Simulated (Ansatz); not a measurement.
## InN under a change: strain tensor (xx, yy, zz, yz, xz, xy) = (−1.67, −0.40, −1.60, −0.86, +0.73, +0.21) %

Take InN in the wurtzite structure (space group P6_3mc, No. 186; a = 3.5475 Å, c = 5.7226 Å) as the base. Axes: x lies along a and z along c of the hexagonal cell.

The change: strain tensor (xx, yy, zz, yz, xz, xy) = (−1.67, −0.40, −1.60, −0.86, +0.73, +0.21) %; the atoms relax in the strained cell.

Level of theory: r2SCAN in Ansatz (plane waves to 500 eV, PAW, spin-orbit coupling left out). k-mesh 11×11×6 (Γ-centred); smearing 0.05 eV (Fermi–Dirac).

| quantity | base | changed | shift |
|---|---|---|---|
| volume per atom | 15.59 Å³ | 15.02 Å³ | -0.57 Å³ |
| space group | P6_3mc (No. 186) | P1 (No. 1) | – |
| shortest interatomic distance | 2.161 Å | 2.134 Å | -0.0277 Å |
| energy relative to the base (free energy F) | 0 meV/atom | +11 meV/atom | +11 meV/atom |
| pressure (mean of the normal stresses, compression positive) | 0.00 GPa | 5.59 GPa | +5.59 GPa |
| band gap (uncertain: the Fermi level lies in a band; both cells) | 0.07 eV | 0.14 eV | +0.07 eV |
| largest internal atomic displacement | – | 0.016 Å | – |
| stress (xx, yy, zz, yz, xz, xy; compression positive) | – | (6.09, 4.68, 6.01, 0.88, -0.70, -0.19) GPa | – |

Gaps are read on the SCF mesh and a high-symmetry path. Stability against distortions was not tested. The zero or small gap of InN can change with the level of theory.

Ansatz is a quantum-chemistry and plane-wave program.
